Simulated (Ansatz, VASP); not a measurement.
TiO2: VASP beside Ansatz

INCAR

```
PREC = Accurate
ENCUT = 520
EDIFF = 1E-6
ISMEAR = 0
SIGMA = 0.013000000000000001
LREAL = False
LASPH = True
NELM = 80
ALGO = Fast
ISIF = 2
LWAVE = False
LCHARG = False
GGA = PE
NBANDS = 60
```

File KPOINTS:

```
regular mesh
0
Gamma
  8 8 4
```

The input POSCAR:

```
TiO2
1.0
    6.1535771931     -1.8834685000      0.0000000000
    6.1535771931      1.8834685000      0.0000000000
   -1.9283261078      0.0000000000      6.3289668713
Ti O
4 8
Direct
    0.9000710000      0.9000710000      0.2896020000
    0.1952860000      0.1952860000      0.2837620000
    0.0999290000      0.0999290000      0.7103980000
    0.8047140000      0.8047140000      0.7162380000
    0.3619310000      0.3619310000      0.2933970000
    0.2634885000      0.2634885000      0.6525000000
    0.8671885000      0.8671885000      0.9952910000
    0.7365115000      0.7365115000      0.3475000000
    0.9416475000      0.9416475000      0.6300210000
    0.1328115000      0.1328115000      0.0047090000
    0.6380690000      0.6380690000      0.7066030000
    0.0583525000      0.0583525000      0.3699790000
```

File input.yaml:

```yaml
crystal:
  lattice:
    - [6.1535771931, -1.8834685, 0.0]
    - [6.1535771931, 1.8834685, 0.0]
    - [-1.9283261078, 0.0, 6.3289668713]
  atoms:
    - { symbol: Ti, position: [0.900071, 0.900071, 0.289602] }
    - { symbol: Ti, position: [0.195286, 0.195286, 0.283762] }
    - { symbol: Ti, position: [0.099929, 0.099929, 0.710398] }
    - { symbol: Ti, position: [0.804714, 0.804714, 0.716238] }
    - { symbol: O, position: [0.361931, 0.361931, 0.293397] }
    - { symbol: O, position: [0.2634885, 0.2634885, 0.6525] }
    - { symbol: O, position: [0.8671885, 0.8671885, 0.995291] }
    - { symbol: O, position: [0.7365115, 0.7365115, 0.3475] }
    - { symbol: O, position: [0.9416475, 0.9416475, 0.630021] }
    - { symbol: O, position: [0.1328115, 0.1328115, 0.004709] }
    - { symbol: O, position: [0.638069, 0.638069, 0.706603] }
    - { symbol: O, position: [0.0583525, 0.0583525, 0.369979] }
hamiltonian:
  xc: pbe
  pseudopotentials: { kind: paw }
kpoints:
  mp_grid: { grid: [8, 8, 4] }
scf:
  occupations: { method: gaussian, width: 0.013 }
output:
  forces: true
  stress: true
  eigenvalues: true
  write_density: true
  write_potential: true
  elf: true
  volumetric_format: npy
```

The cell comes from a database or a generator and needn't be the stable form of this composition.

Alike in both runs: task single point; functional PBE; k mesh 8 × 8 × 4; occupations gaussian, width 0.013 eV; no spin polarisation.

```csv
,VASP,Ansatz
version,VASP 6.6.1,Ansatz 0.2.0
potentials or method,"VASP PAW PBE potentials, release 64 (Ti_sv, O)",Ansatz PAW
plane-wave cutoff (eV),520,420
valence electrons in the cell,96,96
```

|  | VASP | Ansatz | Ansatz less VASP |
| --- | --- | --- | --- |
| gap on the k mesh at the Fermi level (eV) | 2.73 | 2.75 | +0.022 |
| least direct gap on the mesh (eV) | 2.90 | 2.92 | +0.021 |
| pressure (GPa) | -0.6 | -1.2 | -0.60 |
| largest component of the traceless stress (GPa) | 0.03 | 0.10 | +0.071 |
| rms of the force components (eV/Å) | 0.032 | 0.053 | +0.0210 |

Atom by atom the forces differ by 0.024 eV/Å (rms over components). The functional is the same, so the differences come from potentials, cutoffs and numerics.

Caveats: the pressure holds a Pulay correction of +0.6 GPa for the finite cutoff (Ansatz). A k mesh can miss the band edges.
